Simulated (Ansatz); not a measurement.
# Cd in Ansatz, vacancy hop by nudged elastic band

Run with:

```bash
ansatz run input.yaml --threads 4 --pin off --max-ram 8192MiB --backend cpu --events-out ev --progress --plain --runs-dir out
```

Input:

```yaml
crystal:
  lattice:
    - [4.52214582, 7.83258632, 0.0]
    - [-4.52214582, 7.83258632, 0.0]
    - [0.0, 0.0, 5.685473]
  atoms:
    - { symbol: Cd, position: [0.11132165, 0.11146244, 0.25431744] }
    - { symbol: Cd, position: [0.22412872, 0.22318648, 0.75028625] }
    - { symbol: Cd, position: [0.21842521, 0.56265082, 0.7503391] }
    - { symbol: Cd, position: [0.11397619, 0.77510431, 0.25185084] }
    - { symbol: Cd, position: [0.22472577, 0.8893549, 0.73939544] }
    - { symbol: Cd, position: [0.44566932, 0.1137191, 0.24406054] }
    - { symbol: Cd, position: [0.55764008, 0.22464929, 0.75005364] }
    - { symbol: Cd, position: [0.44595567, 0.44228036, 0.24823273] }
    - { symbol: Cd, position: [0.55711055, 0.55629196, 0.74702111] }
    - { symbol: Cd, position: [0.44184283, 0.77966803, 0.25838424] }
    - { symbol: Cd, position: [0.55934379, 0.88590303, 0.75029675] }
    - { symbol: Cd, position: [0.77999052, 0.11466923, 0.25099222] }
    - { symbol: Cd, position: [0.88999736, 0.22126199, 0.75587575] }
    - { symbol: Cd, position: [0.77722411, 0.44828545, 0.24846814] }
    - { symbol: Cd, position: [0.88825498, 0.55885328, 0.75012445] }
    - { symbol: Cd, position: [0.77552693, 0.77764341, 0.25522848] }
    - { symbol: Cd, position: [0.89319743, 0.88456818, 0.75432858] }
kpoints:
  mp_grid: { grid: [2, 2, 3] }
magnetization:
  spin_polarized: false
scf:
  occupations: { method: fermi_dirac, width: 0.05 }
hamiltonian:
  pseudopotentials: { kind: paw }
  xc: pbe
basis:
  ecutwfc: 420
neb:
  images: 5
  relax_end_points: true
  climbing: true
  f_tol: 0.05
  max_iterations: 40
  order_check: false
  final_atoms:
    - { symbol: Cd, position: [0.11132165, 0.11146244, 0.25431744] }
    - { symbol: Cd, position: [0.11413, 0.44657059, 1.24980897] }
    - { symbol: Cd, position: [0.21842521, 0.56265082, 0.7503391] }
    - { symbol: Cd, position: [0.11397619, 0.77510431, 0.25185084] }
    - { symbol: Cd, position: [0.22472577, 0.8893549, 0.73939544] }
    - { symbol: Cd, position: [0.44566932, 0.1137191, 0.24406054] }
    - { symbol: Cd, position: [0.55764008, 0.22464929, 0.75005364] }
    - { symbol: Cd, position: [0.44595567, 0.44228036, 0.24823273] }
    - { symbol: Cd, position: [0.55711055, 0.55629196, 0.74702111] }
    - { symbol: Cd, position: [0.44184283, 0.77966803, 0.25838424] }
    - { symbol: Cd, position: [0.55934379, 0.88590303, 0.75029675] }
    - { symbol: Cd, position: [0.77999052, 0.11466923, 0.25099222] }
    - { symbol: Cd, position: [0.88999736, 0.22126199, 0.75587575] }
    - { symbol: Cd, position: [0.77722411, 0.44828545, 0.24846814] }
    - { symbol: Cd, position: [0.88825498, 0.55885328, 0.75012445] }
    - { symbol: Cd, position: [0.77552693, 0.77764341, 0.25522848] }
    - { symbol: Cd, position: [0.89319743, 0.88456818, 0.75432858] }
```

Origin of the cell: a database entry, scaled a little.

The cell is 3×3×1 cells of Cd with one Cd taken out; atom 2 (Cd) hops into the empty site, 3.34 Å away before the end points are relaxed. All atoms were shaken by about 0.02 Å first.

Output (shortened):

```
SCF iter   1: F=—  HF=-140325.980979 eV  Δρ=1.40e-3  dr2=3.19e-2  defer=93
SCF iter   2: F=—  HF=-140325.977718 eV  Δρ=9.11e-4  dr2=7.73e-3  defer=169
SCF iter   3: F=—  HF=-140325.976078 eV  Δρ=4.39e-4  dr2=1.37e-3  defer=169
SCF iter   4: F=—  HF=-140325.975721 eV  Δρ=6.93e-5  dr2=3.47e-5  defer=169
SCF iter   5: F=—  HF=-140325.975981 eV  Δρ=3.49e-5  dr2=7.14e-6  defer=169
SCF iter   6: F=—  HF=-140325.975980 eV  Δρ=6.10e-6  dr2=1.12e-7  defer=169
SCF iter   7: F=-140325.975980 eV  HF=-140325.975980 eV  Δρ=1.96e-6  dr2=1.61e-8
NEB iter   1: max|band force component| = 1.107e0 eV/Å  barrier→ = 0.6673 eV  barrier← = 0.6674 eV  Δτ_max = 0.1997 Å  (52 SCF iters)
NEB iter   2: max|band force component| = 1.177e-1 eV/Å  barrier→ = 0.2031 eV  barrier← = 0.2032 eV  CI = image 3  Δτ_max = 0.0603 Å  (35 SCF iters)
NEB iter   3: max|band force component| = 7.026e-2 eV/Å  barrier→ = 0.1492 eV  barrier← = 0.1493 eV  CI = image 3  Δτ_max = 0.1183 Å  (28 SCF iters)
NEB iter   4: max|band force component| = 2.907e-2 eV/Å  barrier→ = 0.1156 eV  barrier← = 0.1157 eV  CI = image 3  Δτ_max = 0.0446 Å  (33 SCF iters)
NEB iter   5: max|band force component| = 5.125e-2 eV/Å  barrier→ = 0.1112 eV  barrier← = 0.1113 eV  CI = image 3  Δτ_max = 0.0474 Å  (6 SCF iters)
NEB iter   6: max|band force component| = 2.040e-2 eV/Å  barrier→ = 0.1101 eV  barrier← = 0.1102 eV  CI = image 3  Δτ_max = 0.0000 Å  (26 SCF iters)
--- NEB band (7 images, 6 band iterations, 180 SCF iterations, 27 more in tests of the images' electronic states and relaxations of end points) ---
  forward barrier  = 0.110063 eV
  backward barrier = 0.110162 eV
  lagrangian_above_aufbau_ev (what the smearing adds, to first order; not taken off the barriers): saddle image -0.011260 eV, end points -0.023881 and -0.023715 eV
  climbing image's point = of an order that was not read
  energies are F+E_penalty+E_count in eV, relative to image 0
  image     s (Å)  Δ vs image 0  max|band force component| (eV/Å)
      0    0.0000      0.000000                                 —
      1    0.6326      0.006258                          9.027e-3
      2    1.2652      0.065588                          1.789e-2
  *   3    1.8978      0.110063                          5.830e-3
      4    2.5447      0.063888                          2.040e-2
      5    3.1918      0.005263                          1.114e-2
      6    3.8387     -0.000100                                 —
```

The converged band:

```
image  path over all atoms (Å)  ΔF (eV)   Cd x     y  z (Å)
    0                     0.00    0.000  -0.02  3.51   4.27
    1                     0.63    0.006  -0.11  3.56   4.79
    2                     1.27    0.066  -0.38  3.71   5.23
    3                     1.90    0.110  -0.75  3.93   5.69
    4                     2.54    0.064  -1.13  4.15   6.15
    5                     3.19    0.005  -1.40  4.30   6.60
    6                     3.84    0.000  -1.49  4.35   7.14
```

Highest image (3), forces in eV/Å:

```xyz
17
Lattice="4.522 7.833 0.000 -4.522 7.833 0.000 0.000 0.000 5.685" Properties=species:S:1:pos:R:3:forces:R:3 pbc="T T T" image=3
Cd    0.073    1.713    1.749    0.001   -0.001   -0.003
Cd   -0.755    3.929    5.689   -0.001    0.001   -0.001
Cd   -1.580    6.150    3.948   -0.001    0.000    0.003
Cd   -2.929    6.886    1.297    0.000   -0.002    0.002
Cd   -3.101    8.808    4.399    0.000    0.002   -0.003
Cd    1.582    4.325    1.743    0.002   -0.001   -0.002
Cd    1.395    6.050    4.315    0.005   -0.002    0.003
Cd    0.009    6.852    1.377   -0.004    0.003   -0.003
Cd   -0.008    8.722    4.286   -0.003    0.003   -0.002
Cd   -1.452    9.556    1.437   -0.001    0.001    0.005
Cd   -1.629   11.356    4.394   -0.001    0.000   -0.003
Cd    3.025    6.972    1.406    0.003   -0.003    0.002
Cd    3.006    8.841    4.316    0.005   -0.003    0.003
Cd    1.620    9.641    1.376   -0.006    0.004   -0.003
Cd    1.435   11.370    3.943   -0.002    0.000    0.003
Cd    0.123   12.169    1.292    0.001    0.000    0.004
Cd   -0.055   13.970    4.255    0.002   -0.002   -0.005
```

Barrier of this path: 0.11 eV forwards, 0.11 eV backwards, after 6 band iterations.

Caveats: the k mesh is coarse if the cell is a metal; a small cell with a neutral vacancy and no spin, whose shape can make like sites unlike; the cell is held at a rescaled volume, and strain moves barriers; the hop was drawn among near neighbours and need not be the easiest path; few images and a loose tolerance, and neither the top nor the ends were tested for their order.

Time: 22 min on 4 threads of Arm Neoverse N1, on a shared host, peak memory 3.7 GiB, from the program's own first density.
